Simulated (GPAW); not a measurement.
# CoO (Fm-3m) in GPAW: a series of runs, part 2 of 2

GPAW 26.7.0. Earlier steps stand in the parts before.

### 5 Single point, LDA, collinear spin, ferromagnetic start

Input file run.py:

```python
from ase.dft.bandgap import bandgap
from ase.io import read, write
from ase.units import GPa
from gpaw import GPAW, PW

atoms = read('POSCAR')
atoms.set_initial_magnetic_moments([3.0, 0.0])

calc = GPAW(mode=PW(650),
            xc='LDA',
            kpts={'size': (9, 9, 9), 'gamma': True},
            occupations={'name': 'fermi-dirac', 'width': 0.05},
            nbands=17,
            maxiter=120,
            txt='gpaw.txt')
atoms.calc = calc
energy = atoms.get_potential_energy()
forces = atoms.get_forces()
stress = atoms.get_stress()
calc.write('gs.gpw')
write('result.traj', atoms)
print(f'Energy: {energy:.6f} eV')
print('Forces (eV/A):')
print(forces.round(4))
print('Stress (GPa):', (stress / GPa).round(3))
print('Moments:', calc.get_magnetic_moments().round(3))
print('Fermi level:', round(calc.get_fermi_level(), 4), 'eV')
print(f'Gap: {bandgap(calc)[0]:.4f} eV, direct: {bandgap(calc, direct=True)[0]:.4f} eV')
```

Input file POSCAR:

```
CoO
1.0
    0.0000000000      2.1315000000      2.1315000000
    2.1315000000      0.0000000000      2.1315000000
    2.1315000000      2.1315000000      0.0000000000
Co O
1 1
Direct
    0.0000000000      0.0000000000      0.0000000000
    0.5000000000      0.5000000000      0.5000000000
```

Potentials or basis: the program's PAW data sets (release 1.2.1) made for this functional, pw.

Command:

```bash
> OMP_NUM_THREADS=1 python run.py
```

gpaw.txt:

```text
__  _  _
 | _ |_)|_||  |
 |__||  | ||/\| - 26.7.0

Input parameters:
  mode=PW(ecut=650.0),
  kpts=MonkhorstPack(size=(9, 9, 9), gamma=True),
  maxiter=120,
  nbands=17,
  occupations=Occupations(name='fermi-dirac', width=0.05),
  xc=XC(name='LDA')

Diagonalizing LCAO Hamiltonian
Converting LCAO to pw mode

              O

       Co

Atoms  # Å, Bohr magnetons
|   | symbol |        x |        y |        z |    initial magnetic moments |
|---|--------|----------|----------|----------|-----------------------------|
| 0 |     Co | 0.000000 | 0.000000 | 0.000000 | ( 0.0000,  0.0000,  3.0000) |
| 1 |      O | 2.131500 | 2.131500 | 2.131500 | ( 0.0000,  0.0000,  0.0000) |

Unit cell  # Å
| periodic |        x |        y |        z |  lengths |    angles |
|----------|----------|----------|----------|----------|-----------|
|      yes | 0.000000 | 2.131500 | 2.131500 | 3.014396 | 60.000000 |
[... 212 lines left out ...]
  ----------------------------
  Free energy:     -16.150516
  Extrapolated:    -16.133843

dipole moment: (-11.424816, -11.424816, -11.424816)  # |e|*Ang

Total magnetic moment: (0.000000, 0.000000, 2.843161)

Local magnetic moments
|        x |        y |        z |
|----------|----------|----------|
| 0.000000 | 0.000000 | 2.428466 |  # Co   0
| 0.000000 | 0.000000 | 0.238884 |  # O    1

Fermi level: 8.408
Eigenvalues  # (at kpt = [0.000, 0.000, 0.000])
| band index |      eig [eV] | occ [0-1] |      eig [eV] | occ [0-1] |
|------------|---------------|-----------|---------------|-----------|
|          0 |       -11.771 |     1.000 |       -11.248 |     1.000 |
|          1 |         5.017 |     1.000 |         5.604 |     1.000 |
|          2 |         5.017 |     1.000 |         5.604 |     1.000 |
|          3 |         5.017 |     1.000 |         5.604 |     1.000 |
|          4 |         5.312 |     1.000 |         7.301 |     1.000 |
|          5 |         5.312 |     1.000 |         7.301 |     1.000 |
[... 9 lines left out ...]
|         15 |        29.323 |     0.000 |        30.203 |     0.000 |
|         16 |        29.323 |     0.000 |        30.203 |     0.000 |

No gap
No difference between direct/indirect transitions

Forces  # eV/Ang
|        x |        y |       z |
|----------|----------|---------|
| -0.00000 | -0.00000 | 0.00000 |  # Co   0
|  0.00000 |  0.00000 | 0.00000 |  # O    1

Stress tensor  # eV/Ang^3
|         x |         y |         z |
|-----------|-----------|-----------|
|  0.130918 |  0.000000 | -0.000000 |
|  0.000000 |  0.130918 | -0.000000 |
| -0.000000 | -0.000000 |  0.130918 |

# Writing to gs.gpw (mode='')
```

Wall time 20 s (1 thread of Arm Neoverse V2, shared host); peak memory 0.15 GiB.

Results:

```
Free energy            : -16.1505 eV
Pressure               : -21.0 GPa
Band gap on the k mesh : none (metal or under the smearing width)
Net moment             : 2.84 μB per cell
Site moments           : Co +2.43; O +0.24 μB
```

Levels at points of the mesh, in eV from the Fermi level:
Spin up:
| k point | band 6 | band 7 | band 8 | band 9 | band 10 | band 11 | band 12 | band 13 |
| --- | --- | --- | --- | --- | --- | --- | --- | --- |
| (0.00, 0.00, 0.00) | -3.10 | -3.10 | -3.09 | -3.09 | 0.74 | 16.59 | 17.73 | 17.73 |
Spin down:
```
           k point  band 4  band 5  band 6  band 7  band 8  band 9
(0.00, 0.00, 0.00)   -2.80   -1.11   -1.11   -1.11   -0.42   -0.42
```

Caveat: the cutoff is short for stress and forces, so pressures can be off by a GPa or more; so large a pressure means that the cell lies far from this level's equilibrium, or that cutoff or potentials fall short; a cell with one magnetic atom can't hold antiferromagnetic order, which such compounds often take; semilocal functionals often make such compounds metallic where correlation or magnetic order opens a gap, which also shifts bond lengths. With open d or f shells a metallic result of LDA can be an artefact of self-interaction; +U or a hybrid may open a gap.

### 6 The runs side by side

```tsv
task	level	potentials or basis	cell	cutoff (eV)	maxiter	optimizer	fmax	max steps	target pressure	gap on the mesh (eV)	pressure (GPa)	moment (μB)
relaxation of cell and atoms	PBEsol	PAW data sets generated in the run's folder for this functional, pw	relaxed to 10 GPa	800	150	BFGS	0.02 eV/Å	60	10 GPa	none	10.0	2.68
relaxation of cell and atoms	PBEsol	PAW data sets generated in the run's folder for this functional, pw	relaxed to 20 GPa	800	150	BFGS	0.02 eV/Å	60	20 GPa	none	19.8	2.06
relaxation of cell and atoms	PBEsol	PAW data sets generated in the run's folder for this functional, pw	relaxed to 30 GPa	800	150	BFGS	0.02 eV/Å	60	30 GPa	none	30.0	1.93
single point	LDA	the program's PAW data sets (release 1.2.1) made for this functional, pw	as given	650	120	-	-	-	-	none	-21.0	2.84
```

Alike in all rows: spin collinear, ferromagnetic start; k mesh 9 × 9 × 9; smearing fermi-dirac 0.05 eV.

Caveats: a cell with one magnetic atom can't hold antiferromagnetic order, which such compounds often take; semilocal functionals often make such compounds metallic where correlation or magnetic order opens a gap, which also shifts bond lengths; each step starts from the last one's moments, so a moment once lost doesn't come back (some runs); later steps reuse the first step's grids (some runs); the cutoff is short for stress and forces, so pressures can be off by a GPa or more (some runs); so large a pressure means that the cell lies far from this level's equilibrium, or that cutoff or potentials fall short (some runs).

Absolute energies hang on the potentials; compare differences alone.
